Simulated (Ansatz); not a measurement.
# SnSe: the cost of one run

Computed with Ansatz 0.2.0 (DFT PBE, scalar-relativistic, plane waves, PAW, unless a step's input says otherwise).

1 further run of the same task is left out (set aside as unsound or not needed). Runs told in other sessions of the task aren't counted.

## (1) Starting point

Symmetry: P1, No. 1, triclinic system. The conventional cell has a = 6.163 Å, b = 7.139 Å, c = 7.154 Å, α = 79.79°, β = 64.73°, γ = 64.71°. Sn (site symmetry 1) is surrounded by 3 Se at 2.77 to 2.88 Å. Around Sn (site symmetry 1) lie 3 Se at 2.77 to 2.89 Å. Se (site symmetry 1) has 3 Sn at 2.77 to 2.88 Å in its first shell of neighbours. Around Se (site symmetry 1) lie 3 Sn at 2.77 to 2.89 Å.

Cell or atoms stand a little off a more symmetric structure (I4 at a tolerance of 0.3 Å), so results at this geometry aren't those of that ideal crystal.

Coordinates:

```
Sn Se
1.0
     6.16265    0.00000    0.00000
     3.05001    6.45458    0.00000
     3.05429   -0.04102    6.46899
Sn Se
4 4
Direct
  0.31354 0.77443 0.63429
  0.71893 0.22551 0.36571
  0.08499 0.63382 0.22759
  0.94678 0.36616 0.77234
  0.55224 0.63263 0.23034
  0.41580 0.36743 0.76975
  0.78268 0.77083 0.63546
  0.18504 0.22919 0.36452
```

It is the end of an earlier relaxation with the same method, from a generated guess; it is a trial structure. At a tolerance of 0.02 Å it has space group P1 (No. 1); it has 32.16 Å³/atom, an uncorrected energy of -0.39 eV/atom over the elements and, on its mesh, gap 1.00 eV.

## (2) The cell scaled to 0.97 of its volume

Contents of input.yaml:

```yaml
crystal:
  lattice:
    - [6.1003995256, 0.0, 0.0]
    - [3.0192021864, 6.3893751906, 0.0]
    - [3.0234373673, -0.040608103, 6.4036418029]
  atoms:
    - { symbol: Sn, position: [0.313544, 0.77443, 0.634294] }
    - { symbol: Sn, position: [0.718925, 0.225506, 0.365711] }
    - { symbol: Sn, position: [0.084987, 0.633822, 0.227588] }
    - { symbol: Sn, position: [0.946781, 0.366159, 0.77234] }
    - { symbol: Se, position: [0.552243, 0.632629, 0.230339] }
    - { symbol: Se, position: [0.415803, 0.367429, 0.769745] }
    - { symbol: Se, position: [0.782678, 0.770832, 0.635461] }
    - { symbol: Se, position: [0.185039, 0.229194, 0.364522] }
basis:
  ecutwfc: 420
kpoints:
  mp_grid: { grid: [6, 4, 4] }
hamiltonian:
  xc: pbe
scf:
  occupations: { method: gaussian, width: 0.02 }
output:
  forces: true
  stress: true
  eigenvalues: true
relax:
  adjacent_minimum: "off"
  f_tol: 0.01
  max_steps: 30
  cell: { stress_tol: 0.1, fix: [volume] }
```

Launch:

```console
$ ansatz run input.yaml --threads 4 --pin off --max-ram 8192MiB --backend cpu --events-out ev --progress --plain --runs-dir out
```

Q: Estimate wall time and peak memory on 4 threads of Arm Neoverse V2, shared host.

About 2.4 min, with a peak of 1.1 GiB.
